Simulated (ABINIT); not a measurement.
# InAs (Fm-3m) in ABINIT: single point with PBE

Aim: the single point of InAs with PBE.

Everything below comes from runs of ABINIT 10.8.3 (patched build). Logs are shortened: lines on timing, memory, paths and dates and some standing lists are left out, and cuts for length are marked. The log counts tension as positive stress, the text compression.

## Step 1: Starting point

Symmetry: Fm-3m, No. 225, cubic system. Conventional cell: a = 5.755 Å, b = 5.755 Å, c = 5.755 Å, α = 90.00°, β = 90.00°, γ = 90.00°. In (site symmetry m-3m) is surrounded by 6 As at 2.88 Å. As (site symmetry m-3m) has 6 In at 2.88 Å as nearest neighbours.

Measurements of this composition are mostly on another form, of space group No. 216.

## Step 2: Single point, PBE

The input, run.abi:

```
pp_dirpath "./"
pseudos "In.upf, As.upf"

acell 3*1.0 Angstrom
rprim
     0.0000000000     2.8773040000     2.8773040000
     2.8773040000     0.0000000000     2.8773040000
     2.8773040000     2.8773040000     0.0000000000
ntypat 2
znucl 49 33
natom 2
typat 1 2
xcart
     5.4373165373     5.4373165373     5.4373165373
     0.0000000000     0.0000000000     0.0000000000

ecut 48.0

kptopt 1
ngkpt 6 6 6
nshiftk 1
shiftk 0.0 0.0 0.0

ixc 11

nband 27
occopt 3
tsmear 0.00183747

nstep 100
tolvrs 1.0e-10

iomode 3
prtwf 0
prtden 0
prteig 0
prtebands 0
enunit 1
```

Potentials or basis: PseudoDojo NC SR PBE v0.5 stringent.

Launch:

```console
$ abinit run.abi > log 2>&1
```

run.abo:

```text
.Version 10.8.3 of ABINIT
 Symmetries : space group Fm -3 m (#225); Bravais cF (face-center cubic)
================================================================================
 Values of the parameters that define the memory need of the present run
     intxc =       0    ionmov =       0      iscf =       7    lmnmax =       6
     lnmax =       6     mgfft =      48  mpssoang =       3    mqgrid =    3001
     natom =       2  nloc_mem =       1    nspden =       1   nspinor =       1
    nsppol =       1      nsym =      48    n1xccc =    2501    ntypat =       2
    occopt =       3   xclevel =       2
       mpw =        5118          nfft =      110592          nkpt =          16
================================================================================
================================================================================

--------------------------------------------------------------------------------
------------- Echo of variables that govern the present computation ------------
--------------------------------------------------------------------------------
 -outvars: echo values of preprocessed input variables --------
            acell      1.8897261259E+00  1.8897261259E+00  1.8897261259E+00 Bohr
              amu      1.14820000E+02  7.49215900E+01
             ecut      4.80000000E+01 Hartree
           enunit           1
              ixc          11
         kptrlatt        6    0    0      0    6    0      0    0    6
          kptrlen      4.61371608E+01
            natom           2
            nband          27
            ngfft          48      48      48
             nkpt          16
            nstep         100
             nsym          48
           ntypat           2
           occopt           3
           prtden           0
        prtebands           0
           prteig           0
            prtwf           0
            rprim      0.0000000000E+00  2.8773040000E+00  2.8773040000E+00
                       2.8773040000E+00  0.0000000000E+00  2.8773040000E+00
                       2.8773040000E+00  2.8773040000E+00  0.0000000000E+00
          spgroup         225
           tolvrs      1.00000000E-10
           tsmear      1.83747000E-03 Hartree
            typat      1  2
           xangst      2.8773039981E+00  2.8773039981E+00  2.8773039981E+00
                      -1.9468251497E-09 -1.9468250498E-09 -1.9468251497E-09
            xcart      5.4373165373E+00  5.4373165373E+00  5.4373165373E+00
                      -3.6789663479E-09 -3.6789661592E-09 -3.6789663479E-09
             xred      4.9999999966E-01  4.9999999966E-01  4.9999999966E-01
                      -3.3830715312E-10 -3.3830718782E-10 -3.3830715312E-10
            znucl       49.00000   33.00000

================================================================================

 chkinp: Checking input parameters for consistency.

================================================================================
== DATASET  1 ==================================================================

--- !DatasetInfo
iteration_state: {dtset: 1, }
dimensions: {natom: 2, nkpt: 16, mband: 27, nsppol: 1, nspinor: 1, nspden: 1, mpw: 5118, }
cutoff_energies: {ecut:  48.0, pawecutdg:  -1.0, }
electrons: {nelect:   4.40000000E+01, charge:   0.00000000E+00, occopt:   3.00000000E+00, tsmear:   1.83747000E-03, }
meta: {optdriver: 0, ionmov: 0, optcell: 0, iscf: 7, paral_kgb: 0, }
...

 Exchange-correlation functional for the present dataset will be:
  GGA: Perdew-Burke-Ernzerhof functional - ixc=11
  J.P.Perdew, K.Burke, M.Ernzerhof, PRL 77, 3865 (1996)

 Real(R)+Recip(G) space primitive vectors, cartesian coordinates (Bohr,Bohr^-1):
 R(1)=  0.0000000  5.4373165  5.4373165  G(1)= -0.0919571  0.0919571  0.0919571
 R(2)=  5.4373165  0.0000000  5.4373165  G(2)=  0.0919571 -0.0919571  0.0919571
 R(3)=  5.4373165  5.4373165  0.0000000  G(3)=  0.0919571  0.0919571 -0.0919571
 Unit cell volume ucvol=  3.2150212E+02 bohr^3
 Angles (23,13,12)=  6.00000000E+01  6.00000000E+01  6.00000000E+01 degrees

 getcut: wavevector=  0.0000  0.0000  0.0000  ngfft=  48  48  48
         ecut(hartree)=     48.000   => boxcut(ratio)=   2.00150

--- Pseudopotential description ------------------------------------------------
- pspini: atom type   1  psp file is ./In.upf
12 -101130 2 -1 1964                          pspcod,pspxc,lmax,lloc,mmax
     nproj     2     2     2

- pspini: atom type   2  psp file is ./As.upf
12 -101130 2 -1 1358                          pspcod,pspxc,lmax,lloc,mmax
     nproj     2     2     2

   2.57604831E+03                                ecore*ucvol(ha*bohr**3)
--------------------------------------------------------------------------------

================================================================================

--- !BeginCycle
iteration_state: {dtset: 1, }
solver: {iscf: 7, nstep: 100, nline: 4, wfoptalg: 0, }
tolerances: {tolvrs: 1.00E-10, }
...

     iter   Etot(hartree)      deltaE(h)  residm     vres2
 ETOT  1  -502.99747727537    -5.030E+02 8.223E-01 3.329E+01
 ETOT  2  -504.69567568082    -1.698E+00 4.704E-02 4.504E+01
 ETOT  3  -504.70258364447    -6.908E-03 1.031E-03 7.715E+00
 ETOT  4  -504.70370947782    -1.126E-03 3.063E-04 6.478E-01
 ETOT  5  -504.70383250439    -1.230E-04 3.296E-04 1.039E-02
 ETOT  6  -504.70383480970    -2.305E-06 7.136E-05 5.418E-03
 ETOT  7  -504.70383531620    -5.065E-07 7.754E-05 3.700E-04
 ETOT  8  -504.70383537614    -5.994E-08 1.536E-05 6.326E-07
 ETOT  9  -504.70383537618    -3.934E-11 1.627E-05 1.619E-07
 ETOT 10  -504.70383537621    -2.211E-11 3.121E-06 4.152E-11

 At SCF step   10       vres2   =  4.15E-11 < tolvrs=  1.00E-10 =>converged.

 Cartesian components of stress tensor (hartree/bohr^3)
  sigma(1 1)=  2.94675196E-05  sigma(3 2)=  0.00000000E+00
  sigma(2 2)=  2.94675196E-05  sigma(3 1)=  0.00000000E+00
  sigma(3 3)=  2.94675196E-05  sigma(2 1)=  0.00000000E+00

--- !ResultsGS
iteration_state: {dtset: 1, }
comment   : Summary of ground state results
lattice_vectors:
- [  0.0000000,   5.4373165,   5.4373165, ]
- [  5.4373165,   0.0000000,   5.4373165, ]
- [  5.4373165,   5.4373165,   0.0000000, ]
lattice_lengths: [   7.68953,    7.68953,    7.68953, ]
lattice_angles: [ 60.000,  60.000,  60.000, ] # degrees, (23, 13, 12)
lattice_volume:   3.2150212E+02
convergence: {deltae: -2.211E-11, res2:  4.152E-11, residm:  3.121E-06, diffor: null, }
etotal    :  -5.04703835E+02
entropy   :   0.00000000E+00
fermie    :   2.53002301E-01
cartesian_stress_tensor: # hartree/bohr^3
- [  2.94675196E-05,   0.00000000E+00,   0.00000000E+00, ]
- [  0.00000000E+00,   2.94675196E-05,   0.00000000E+00, ]
- [  0.00000000E+00,   0.00000000E+00,   2.94675196E-05, ]
pressure_GPa:  -8.6696E-01
xred      :
- [  5.0000E-01,   5.0000E-01,   5.0000E-01, In]
- [ -3.3831E-10,  -3.3831E-10,  -3.3831E-10, As]
cartesian_forces: # hartree/bohr
- [ -0.00000000E+00,  -0.00000000E+00,  -0.00000000E+00, ]
- [ -0.00000000E+00,  -0.00000000E+00,  -0.00000000E+00, ]
force_length_stats: {min:   0.00000000E+00, max:   0.00000000E+00, mean:   0.00000000E+00, }
...

 Integrated electronic density in atomic spheres:
 ------------------------------------------------
 Atom  Sphere_radius  Integrated_density
    1        2.00000         17.82900852
    2        2.00000         20.28844974
================================================================================

 ----iterations are completed or convergence reached----

 Mean square residual over all n,k,spin=   13.926E-09; max=  31.209E-07
 reduced coordinates (array xred) for    2 atoms
       0.499999999662      0.499999999662      0.499999999662
      -0.000000000338     -0.000000000338     -0.000000000338
 rms dE/dt=  0.0000E+00; max dE/dt=  0.0000E+00; dE/dt below (all hartree)
    1       0.000000000000      0.000000000000      0.000000000000
    2       0.000000000000      0.000000000000      0.000000000000

 cartesian coordinates (angstrom) at end:
    1      2.87730399805317     2.87730399805317     2.87730399805317
    2     -0.00000000194683    -0.00000000194683    -0.00000000194683

 cartesian forces (hartree/bohr) at end:
    1     -0.00000000000000    -0.00000000000000    -0.00000000000000
    2     -0.00000000000000    -0.00000000000000    -0.00000000000000
 frms,max,avg= 0.0000000E+00 0.0000000E+00   0.000E+00  0.000E+00  0.000E+00 h/b

 cartesian forces (eV/Angstrom) at end:
    1     -0.00000000000000    -0.00000000000000    -0.00000000000000
    2     -0.00000000000000    -0.00000000000000    -0.00000000000000
 frms,max,avg= 0.0000000E+00 0.0000000E+00   0.000E+00  0.000E+00  0.000E+00 e/A
 length scales=  1.889726125908  1.889726125908  1.889726125908 bohr
              =  1.000000000000  1.000000000000  1.000000000000 angstroms
 Fermi (or HOMO) energy (eV) =   6.88454   Average Vxc (eV)= -10.66999
 Eigenvalues (   eV  ) for nkpt=  16  k points:
 kpt#   1, nband= 27, wtk=  0.00463, kpt=  0.0000  0.0000  0.0000 (reduced coord)
-177.93683 -121.30974 -121.30974 -121.30973 -108.43956  -66.91113  -66.91113  -66.91113
 -28.29991  -28.29991  -28.29537  -28.29537  -28.29537   -7.47142   -7.47142   -7.45342
  -7.45342   -7.45342   -5.24850    6.18268    6.65726    6.65728    6.65728   14.04775
  14.04816   14.04850   14.34925
 prteigrs : prtvol=0 or 1, do not print more k-points.

--- !EnergyTerms
iteration_state     : {dtset: 1, }
comment             : Components of total free energy in Hartree
kinetic             :  2.03842169049592E+02
hartree             :  1.84376929722422E+02
xc                  : -5.57168692588950E+01
Ewald energy        : -2.52882011613709E+02
psp_core            :  8.01253902985055E+00
local_psp           : -4.98104033652821E+02
non_local_psp       : -9.42320693352786E+01
internal            : -5.04703346058839E+02
'-kT*entropy'       : -4.89317367067427E-04
total_energy        : -5.04703835376206E+02
total_energy_eV     : -1.37336910042499E+04
band_energy         : -7.50700600419632E+01
...

 Cartesian components of stress tensor (hartree/bohr^3)
  sigma(1 1)=  2.94675196E-05  sigma(3 2)=  0.00000000E+00
  sigma(2 2)=  2.94675196E-05  sigma(3 1)=  0.00000000E+00
  sigma(3 3)=  2.94675196E-05  sigma(2 1)=  0.00000000E+00

-Cartesian components of stress tensor (GPa)         [Pressure= -8.6696E-01 GPa]
- sigma(1 1)=  8.66964358E-01  sigma(3 2)=  0.00000000E+00
- sigma(2 2)=  8.66964358E-01  sigma(3 1)=  0.00000000E+00
- sigma(3 3)=  8.66964358E-01  sigma(2 1)=  0.00000000E+00

== END DATASET(S) ==============================================================
================================================================================

 -outvars: echo values of variables after computation  --------
            acell      1.8897261259E+00  1.8897261259E+00  1.8897261259E+00 Bohr
           etotal     -5.0470383538E+02
            fcart     -0.0000000000E+00 -0.0000000000E+00 -0.0000000000E+00
                      -0.0000000000E+00 -0.0000000000E+00 -0.0000000000E+00
            rprim      0.0000000000E+00  2.8773040000E+00  2.8773040000E+00
                       2.8773040000E+00  0.0000000000E+00  2.8773040000E+00
                       2.8773040000E+00  2.8773040000E+00  0.0000000000E+00
           strten      2.9467519585E-05  2.9467519585E-05  2.9467519585E-05
                       0.0000000000E+00  0.0000000000E+00  0.0000000000E+00
           xangst      2.8773039981E+00  2.8773039981E+00  2.8773039981E+00
                      -1.9468251497E-09 -1.9468250498E-09 -1.9468251497E-09
             xred      4.9999999966E-01  4.9999999966E-01  4.9999999966E-01
                      -3.3830715312E-10 -3.3830718782E-10 -3.3830715312E-10
 Calculation completed.
```

Run time: 76 s. Hardware: 1 thread of Arm Neoverse V1, shared host; peak memory 0.11 GiB.

Results:

```yaml
Free_energy: -13733.6910 eV
Pressure: -0.9 GPa
Band_gap_on_the_k_mesh: none (metal or under the smearing width)
Valence_electrons_inside_the_program's_atomic_spheres: In 17.83; As 20.29
```

Levels at points of the mesh, in eV from the Fermi level:
```csv
k point,band 20,band 21,band 22,band 23,band 24,band 25
"(0.00, 0.00, 0.00)",-0.70,-0.23,-0.23,-0.23,7.16,7.16
"(0.50, 0.00, 0.00)",-6.53,0.15,0.15,2.10,3.25,3.25
"(0.50, 0.50, 0.00)",-4.72,-2.96,-2.26,-2.26,3.85,9.16
```
